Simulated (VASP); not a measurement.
# MgSe (Fm-3m) in VASP: a series of runs

One crystal, MgSe, is run at these levels: PBEsol; tasks: single point.

All numbers are computed with VASP 6.6.1; they aren't measurements. Logs are shortened: lines on timing, memory, paths and dates and some standing lists are left out, and cuts for length are marked.

## (1) The crystal as given

It takes space group Fm-3m (No. 225, cubic). Conventional cell: a = 5.377 Å, b = 5.377 Å, c = 5.377 Å, α = 90.00°, β = 90.00°, γ = 90.00°. Around Mg (site symmetry m-3m) lie 6 Se at 2.69 Å. Se (site symmetry m-3m) is surrounded by 6 Mg at 2.69 Å.

## (2) Single point, PBEsol

Contents of INCAR:

```
SYSTEM = MgSe
ALGO = Fast ; EDIFF = 1E-6
ENCUT = 520 ; GGA = PS
ISIF = 2 ; ISMEAR = 0
LASPH = .True. ; LCHARG = .False.
LREAL = .False. ; LWAVE = .False.
NBANDS = 11 ; NELM = 100
PREC = Accurate ; SIGMA = 0.01
```

Contents of KPOINTS:

```
k-points
0
Gamma
  5 5 5
  0 0 0
```

Contents of POSCAR:

```
MgSe
1.0
    0.0000000000      2.6886644034      2.6886644034
    2.6886644034      0.0000000000      2.6886644034
    2.6886644034      2.6886644034      0.0000000000
Mg Se
1 1
Direct
    0.0000000000      0.0000000000      0.0000000000
    0.5000000000      0.5000000000      0.5000000000
```

Potentials or basis: VASP PAW PBE potentials, release 64 (Mg, Se).

Command:

```bash
> cat potpaw_PBE.64/Mg/POTCAR potpaw_PBE.64/Se/POTCAR > POTCAR
> mpirun -np 1 vasp_std > vasp.out
```

OUTCAR:

```text
SYSTEM = MgSe
   EDIFF = 1E-6
   ENCUT = 520
   GGA = PS
   ISIF = 2
   ISMEAR = 0
   LASPH = .True.
   LREAL = .False.
   NELM = 100
   PREC = Accurate

 ion  position               nearest neighbor table
   1  0.000  0.000  0.000-   2 2.69   2 2.69   2 2.69   2 2.69   2 2.69   2 2.69
   2  0.500  0.500  0.500-   1 2.69   1 2.69   1 2.69   1 2.69   1 2.69   1 2.69

  LATTYP: Found a face centered cubic cell.
 ALAT       =     5.3773288068

  Lattice vectors:

 A1 = (   0.0000000000,   2.6886644034,   2.6886644034)
 A2 = (   2.6886644034,   0.0000000000,   2.6886644034)
 A3 = (   2.6886644034,   2.6886644034,   0.0000000000)

Analysis of symmetry for initial positions (statically):
=====================================================================
 Subroutine PRICEL returns:
 Original cell was already a primitive cell.

 Routine SETGRP: Setting up the symmetry group for a
 face centered cubic supercell.

 Subroutine GETGRP returns: Found 48 space group operations
 (whereof 48 operations were pure point group operations)
 out of a pool of 48 trial point group operations.

The static configuration has the point symmetry O_h .

Analysis of symmetry for dynamics (positions and initial velocities):
=====================================================================
 Subroutine PRICEL returns:
 Original cell was already a primitive cell.

 Routine SETGRP: Setting up the symmetry group for a
 face centered cubic supercell.

 Subroutine GETGRP returns: Found 48 space group operations
 (whereof 48 operations were pure point group operations)
 out of a pool of 48 trial point group operations.

The dynamic configuration has the point symmetry O_h .

 Subroutine INISYM returns: Found 48 space group operations
 (whereof 48 operations are pure point group operations),
 and found     1 'primitive' translations

----------------------------------------------------------------------------------------

                                     Primitive cell

  volume of cell :      38.8723

  direct lattice vectors                    reciprocal lattice vectors
     0.000000000  2.688664403  2.688664403    -0.185965939  0.185965939  0.185965939
     2.688664403  0.000000000  2.688664403     0.185965939 -0.185965939  0.185965939
     2.688664403  2.688664403  0.000000000     0.185965939  0.185965939 -0.185965939

  length of vectors
     3.802345664  3.802345664  3.802345664     0.322102455  0.322102455  0.322102455

  position of ions in fractional coordinates (direct lattice)
     0.000000000  0.000000000  0.000000000
     0.500000000  0.500000000  0.500000000

  ion indices of the primitive-cell ions
   primitive index   ion index
                 1           1
                 2           2

----------------------------------------------------------------------------------------

 KPOINTS: k-points

Automatic generation of k-mesh.
 Grid dimensions read from file:
 generate k-points for:    5    5    5

 Generating k-lattice:

  Cartesian coordinates                     Fractional coordinates (reciprocal lattice)
    -0.037193188  0.037193188  0.037193188     0.200000000  0.000000000  0.000000000
     0.037193188 -0.037193188  0.037193188     0.000000000  0.200000000  0.000000000
     0.037193188  0.037193188 -0.037193188     0.000000000  0.000000000  0.200000000

  Length of vectors
     0.064420491  0.064420491  0.064420491

  Shift w.r.t. Gamma in fractional coordinates (k-lattice)
     0.000000000  0.000000000  0.000000000

 Subroutine IBZKPT returns following result:
 ===========================================

 Found     10 irreducible k-points:

 Following reciprocal coordinates:
            Coordinates               Weight
  0.000000  0.000000  0.000000      1.000000
  0.200000  0.000000  0.000000      8.000000
  0.400000  0.000000  0.000000      8.000000
  0.200000  0.200000  0.000000      6.000000
  0.400000  0.200000  0.000000     24.000000
 -0.400000  0.200000  0.000000     24.000000
 -0.200000  0.200000  0.000000     12.000000
  0.400000  0.400000  0.000000      6.000000
 -0.400000  0.400000  0.000000     12.000000
 -0.400000  0.400000  0.200000     24.000000
   k-points           NKPTS =     10   k-points in BZ     NKDIM =     10   number of bands    NBANDS=     11
   number of dos      NEDOS =    301   number of ions     NIONS =      2
   total plane-waves  NPLWV =  21952
   dimension x,y,z NGX =    28 NGY =   28 NGZ =   28
   dimension x,y,z NGXF=    56 NGYF=   56 NGZF=   56
   ions per type =               1   1
   NGX,Y,Z   is equivalent  to a cutoff of  12.24, 12.24, 12.24 a.u.
   NGXF,Y,Z  is equivalent  to a cutoff of  24.48, 24.48, 24.48 a.u.
 SYSTEM =  MgSe
   PREC   = accura    normal or accurate (medium, high low for compatibility)
   ISTART =      0    job   : 0-new  1-cont  2-samecut
   ICHARG =      2    charge: 1-file 2-atom 10-const
   ISPIN  =      1    spin polarized calculation?
   LNONCOLLINEAR =      F non collinear calculations
   LSORBIT =      F    spin-orbit coupling
   LASPH  =      T    aspherical Exc in radial PAW
   ENCUT  =  520.0 eV  38.22 Ry    6.18 a.u.   7.07  7.07  7.07*2*pi/ulx,y,z
   NELM   =    100;   NELMIN=  2; NELMDL= -5     # of ELM steps
   EDIFF  = 0.1E-05   stopping-criterion for ELM
   LREAL  =      F    real-space projection
   EDIFFG = 0.1E-04   stopping-criterion for IOM
   NSW    =      0    number of steps for IOM
   IBRION =     -1    ionic relax: 0-MD 1-quasi-New 2-CG
   NFREE  =      0    steps in history (QN), initial steepest desc. (CG)
   ISIF   =      2    stress and relaxation
   ISYM   =      2    0-nonsym 1-usesym 2-fastsym
   POTIM  = 0.5000    time-step for ionic-motion
   TEBEG  =    0.0;   TEEND  =   0.0 temperature during run
   PSTRESS=    0.0 pullay stress
   NELECT =       8.0000    total number of electrons
   NUPDOWN=      -1.0000    fix difference up-down
   EMIN   =  10.00;   EMAX   =-10.00  energy-range for DOS
   EFERMI =   0.00;   METHOD = LEGACY
   ISMEAR =     0;   SIGMA  =   0.01  broadening in eV -4-tet -1-fermi 0-gaus
   EFERMI_NEDOS =   21; number of points for ismear=-14 and -15
   IALGO  =     68    algorithm
   IMIX   =      4    mixing-type and parameters
     AMIX     =   0.40;   BMIX     =  1.00
     AMIX_MAG =   1.60;   BMIX_MAG =  1.00
  volume/ion in A,a.u.               =      19.44       131.16
  Fermi-wavevector in a.u.,A,eV,Ry     =   0.966551  1.826517 12.710853  0.934221
  Thomas-Fermi vector in A             =   2.096362
   LORBIT       =      0    0 simple, 1 ext, 2 COOP (PROOUT), +10 PAW based schemes
   GGA     = PS    functional components
   LHFCALC =     F    Hartree Fock is set to
   AEXX    =    0.0000 exact exchange contribution
   IVDW    =     0    specifies the selected vdW correction
   LEPSILON=     F    determine dielectric tensor
   LRPA    =     F    only Hartree local field effects (RPA)
 non-spin polarized calculation
 RMM-DIIS sequential band-by-band and
 Gauss-broadening in eV      SIGMA  =   0.01
  energy-cutoff  :      520.00
  volume of cell :       38.87
 maximum number of plane-waves:      1059
   NGX = 15   NGY = 15   NGZ = 15

 number of electron       8.0000000 magnetization

 Free energy of the ion-electron system (eV)
  ---------------------------------------------------
  ext. energy  EPLUGINS =         0.00000000
  ---------------------------------------------------
  free energy    TOTEN  =        -8.07212434 eV

  energy without entropy =       -8.07212434  energy(sigma->0) =       -8.07212434

 E-fermi :   3.5908     XC(G=0):  -9.7833

 val. band max:        3.5094427061   @ k =   0.0000   0.0000   0.0000
 cond. band min:       5.7398294635   @ k =   0.4000   0.4000   0.0000
 fundamental gap:      2.2303867574
 Fermi energy:         3.5907622209

 k-point     1 :       0.0000    0.0000    0.0000
  band No.  band energies     occupation
      1      -9.6973      2.00000
      2       3.5094      2.00000
      3       3.5094      2.00000
      4       3.5094      2.00000
      5       6.2837      0.00000
      6      10.8144      0.00000
      7      10.8144      0.00000
      8      10.8144      0.00000
      9      13.5138      0.00000
     10      13.5138      0.00000
     11      14.3388      0.00000

 k-point     2 :       0.2000    0.0000    0.0000
  band No.  band energies     occupation
      1      -9.3435      2.00000
      2       1.0829      2.00000
      3       3.2569      2.00000
      4       3.2569      2.00000
      5       7.6518      0.00000
      6      10.8550      0.00000
      7      10.9005      0.00000
      8      10.9005      0.00000
      9      12.5841      0.00000
     10      12.5841      0.00000
     11      13.9326      0.00000

 k-point     3 :       0.4000    0.0000    0.0000
  band No.  band energies     occupation
      1      -8.6185      2.00000
      2      -1.3432      2.00000
      3       2.9196      2.00000
      4       2.9196      2.00000
      5       7.3410      0.00000
      6       9.7539      0.00000
      7       9.7539      0.00000
      8      12.4981      0.00000
      9      14.2360      0.00000
     10      15.5621      0.00000
     11      15.5621      0.00000
[... 71 lines left out ...]
 k-point     9 :      -0.4000    0.4000    0.0000
  band No.  band energies     occupation
      1      -8.0974      2.00000
      2      -0.7104      2.00000
      3       0.3354      2.00000
      4       1.8362      2.00000
      5       6.2419      0.00000
      6       8.9329      0.00000
      7      13.1806      0.00000
      8      14.0517      0.00000
      9      14.6179      0.00000
     10      17.1238      0.00000
     11      19.7933      0.00000

 k-point    10 :      -0.4000    0.4000    0.2000
  band No.  band energies     occupation
      1      -8.1897      2.00000
      2      -0.5871      2.00000
      3       0.5036      2.00000
      4       1.4720      2.00000
      5       7.9538      0.00000
      6      10.0152      0.00000
      7      10.2033      0.00000
      8      13.0533      0.00000
      9      15.6755      0.00000
     10      15.9494      0.00000
     11      19.4382      0.00000

------------------------ aborting loop because EDIFF is reached ----------------------------------------

  FORCE on cell =-STRESS in cart. coord.  units (eV):
  Direction    XX          YY          ZZ          XY          YZ          ZX
  --------------------------------------------------------------------------------------
  -------------------------------------------------------------------------------------
  Total        0.7074046      0.7074046      0.7074046      0.0000000      0.0000000      0.0000000
  in kB       29.1567188     29.1567188     29.1567188      0.0000000      0.0000000      0.0000000
  external PRESSURE =      29.1567188 kB  Pullay stress =       0.0000000 kB

 VOLUME and BASIS-vectors are now :
 -----------------------------------------------------------------------------
  energy-cutoff  :      520.00
  volume of cell :       38.87
      direct lattice vectors                 reciprocal lattice vectors
     0.000000000  2.688664403  2.688664403    -0.185965939  0.185965939  0.185965939
     2.688664403  0.000000000  2.688664403     0.185965939 -0.185965939  0.185965939
     2.688664403  2.688664403  0.000000000     0.185965939  0.185965939 -0.185965939

 POSITION                                       TOTAL-FORCE (eV/Angst)
 -----------------------------------------------------------------------------------
      0.00000      0.00000      0.00000        -0.000000     -0.000000      0.000000
      2.68866      2.68866      2.68866         0.000000      0.000000     -0.000000
 -----------------------------------------------------------------------------------
    total drift:                                0.000000      0.000000      0.000000

  FREE ENERGIE OF THE ION-ELECTRON SYSTEM (eV)
  ---------------------------------------------------
  free  energy   TOTEN  =        -8.0721243392 eV

  energy  without entropy=       -8.0721243392  energy(sigma->0) =       -8.07212434
```

Run time: 3.5 s. Hardware: 1 thread of Intel Xeon 6975P-C (Granite Rapids), shared host; peak memory 0.14 GiB.

Results:

```
Free energy            : -8.0721 eV
Pressure               : 2.9 GPa
Band gap on the k mesh : 2.23 eV, indirect (least direct gap 2.77 eV)
```

Caveat: the PAW data sets were made with another functional, which shifts forces and pressure a little; an odd mesh through Γ misses points on the zone boundary, where band edges often lie.

## (3) Single point, PBEsol

This run uses another cell than the first one, of 17.82 Å³/atom, 0.917 times its volume.

Contents of INCAR:

```
  PREC = Accurate
  ENCUT = 520
  EDIFF = 1E-7
  ISMEAR = 0
  SIGMA = 0.01
  LREAL = False
  LASPH = True
  NELM = 100
  ALGO = Fast
  ISIF = 2
  LWAVE = False
  LCHARG = False
  GGA = PS
  NBANDS = 11
```

Contents of KPOINTS:

```
regular mesh
0
Gamma
  5 5 5
```

Contents of POSCAR:

```
MgSe
1.0
    0.0000000000      2.6118029641      2.6118029641
    2.6118029641      0.0000000000      2.6118029641
    2.6118029641      2.6118029641      0.0000000000
Mg Se
1 1
Direct
    0.0000000000      0.0000000000      0.0000000000
    0.5000000000      0.5000000000      0.5000000000
```

Potentials or basis: VASP PAW PBE potentials, release 64 (Mg, Se).

Command:

```bash
> cat potpaw_PBE.64/Mg/POTCAR potpaw_PBE.64/Se/POTCAR > POTCAR
> mpirun -np 1 vasp_std > vasp.out
```

OUTCAR:

```text
PREC = Accurate
   ENCUT = 520
   EDIFF = 1E-7
   ISMEAR = 0
   LREAL = False
   LASPH = True
   NELM = 100
   ISIF = 2
   GGA = PS

 ion  position               nearest neighbor table
   1  0.000  0.000  0.000-   2 2.61   2 2.61   2 2.61   2 2.61   2 2.61   2 2.61
   2  0.500  0.500  0.500-   1 2.61   1 2.61   1 2.61   1 2.61   1 2.61   1 2.61

  LATTYP: Found a face centered cubic cell.
 ALAT       =     5.2236059282

  Lattice vectors:

 A1 = (   0.0000000000,   2.6118029641,   2.6118029641)
 A2 = (   2.6118029641,   0.0000000000,   2.6118029641)
 A3 = (   2.6118029641,   2.6118029641,   0.0000000000)

Analysis of symmetry for initial positions (statically):
=====================================================================
 Subroutine PRICEL returns:
 Original cell was already a primitive cell.

 Routine SETGRP: Setting up the symmetry group for a
 face centered cubic supercell.

 Subroutine GETGRP returns: Found 48 space group operations
 (whereof 48 operations were pure point group operations)
 out of a pool of 48 trial point group operations.

The static configuration has the point symmetry O_h .

Analysis of symmetry for dynamics (positions and initial velocities):
=====================================================================
 Subroutine PRICEL returns:
 Original cell was already a primitive cell.

 Routine SETGRP: Setting up the symmetry group for a
 face centered cubic supercell.

 Subroutine GETGRP returns: Found 48 space group operations
 (whereof 48 operations were pure point group operations)
 out of a pool of 48 trial point group operations.

The dynamic configuration has the point symmetry O_h .

 Subroutine INISYM returns: Found 48 space group operations
 (whereof 48 operations are pure point group operations),
 and found     1 'primitive' translations

----------------------------------------------------------------------------------------

                                     Primitive cell

  volume of cell :      35.6329

  direct lattice vectors                    reciprocal lattice vectors
[... 103 lines left out ...]
 non-spin polarized calculation
 RMM-DIIS sequential band-by-band and
 Gauss-broadening in eV      SIGMA  =   0.01
  energy-cutoff  :      520.00
  volume of cell :       35.63
 maximum number of plane-waves:       966
   NGX = 13   NGY = 13   NGZ = 13

 number of electron       7.9999999 magnetization

 Free energy of the ion-electron system (eV)
  ---------------------------------------------------
  ext. energy  EPLUGINS =         0.00000000
  ---------------------------------------------------
  free energy    TOTEN  =        -7.93751337 eV

  energy without entropy =       -7.93751337  energy(sigma->0) =       -7.93751337

 E-fermi :   4.3978     XC(G=0): -10.1458

 val. band max:        4.3188816907   @ k =   0.0000   0.0000   0.0000
 cond. band min:       6.6963394163   @ k =   0.4000   0.4000   0.0000
 fundamental gap:      2.3774577256
 Fermi energy:         4.3977835458

 k-point     1 :       0.0000    0.0000    0.0000
  band No.  band energies     occupation
      1      -9.4428      2.00000
      2       4.3189      2.00000
      3       4.3189      2.00000
      4       4.3189      2.00000
      5       7.7494      0.00000
      6      11.5624      0.00000
      7      11.5624      0.00000
      8      11.5624      0.00000
      9      14.4653      0.00000
     10      14.4653      0.00000
     11      15.2241      0.00000
[... 113 lines left out ...]
 k-point    10 :      -0.4000    0.4000    0.2000
  band No.  band energies     occupation
      1      -7.6433      2.00000
      2      -0.2156      2.00000
      3       0.9300      2.00000
      4       2.0264      2.00000
      5       9.0456      0.00000
      6      10.8273      0.00000
      7      11.2634      0.00000
      8      14.3236      0.00000
      9      17.0882      0.00000
     10      17.3277      0.00000
     11      20.8356      0.00000

------------------------ aborting loop because EDIFF is reached ----------------------------------------

  FORCE on cell =-STRESS in cart. coord.  units (eV):
  Direction    XX          YY          ZZ          XY          YZ          ZX
  --------------------------------------------------------------------------------------
  -------------------------------------------------------------------------------------
  Total        2.4296416      2.4296416      2.4296416      0.0000000      0.0000000     -0.0000000
  in kB      109.2450016    109.2450016    109.2450016      0.0000000      0.0000000     -0.0000000
  external PRESSURE =     109.2450016 kB  Pullay stress =       0.0000000 kB

 VOLUME and BASIS-vectors are now :
 -----------------------------------------------------------------------------
  energy-cutoff  :      520.00
  volume of cell :       35.63
      direct lattice vectors                 reciprocal lattice vectors
     0.000000000  2.611802964  2.611802964    -0.191438637  0.191438637  0.191438637
     2.611802964  0.000000000  2.611802964     0.191438637 -0.191438637  0.191438637
     2.611802964  2.611802964  0.000000000     0.191438637  0.191438637 -0.191438637

 POSITION                                       TOTAL-FORCE (eV/Angst)
 -----------------------------------------------------------------------------------
      0.00000      0.00000      0.00000        -0.000000     -0.000000     -0.000000
      2.61180      2.61180      2.61180         0.000000      0.000000      0.000000
 -----------------------------------------------------------------------------------
    total drift:                                0.000000      0.000000      0.000000

  FREE ENERGIE OF THE ION-ELECTRON SYSTEM (eV)
  ---------------------------------------------------
  free  energy   TOTEN  =        -7.9375133724 eV

  energy  without entropy=       -7.9375133724  energy(sigma->0) =       -7.93751337
```

stdout:

```text
POSCAR found type information on POSCAR MgSe
 POSCAR found :  2 types and       2 ions
 scaLAPACK will be used
 -----------------------------------------------------------------------------
|                                                                             |
|                                                                             |
|     You enforced a specific xc type in the INCAR file but a different       |
|     I HOPE YOU KNOW WHAT YOU ARE DOING!                                     |
|                                                                             |
 -----------------------------------------------------------------------------

 LDA part: xc-table for (Slater+PW92), standard interpolation
 POSCAR, INCAR and KPOINTS ok, starting setup
 FFT: planning ... GRIDC
 FFT: planning ... GRID_SOFT
 FFT: planning ... GRID
 WAVECAR not read
 entering main loop
```

Run time: 4.4 s. Hardware: 1 thread of Intel Xeon 6975P-C (Granite Rapids), shared host; peak memory 0.14 GiB.

Results:

* Free energy: -7.9375 eV
* Pressure: 10.9 GPa
* Band gap on the k mesh: 2.38 eV, indirect (least direct gap 3.43 eV)

Caveat: the PAW data sets were made with another functional, which shifts forces and pressure a little; an odd mesh through Γ misses points on the zone boundary, where band edges often lie.
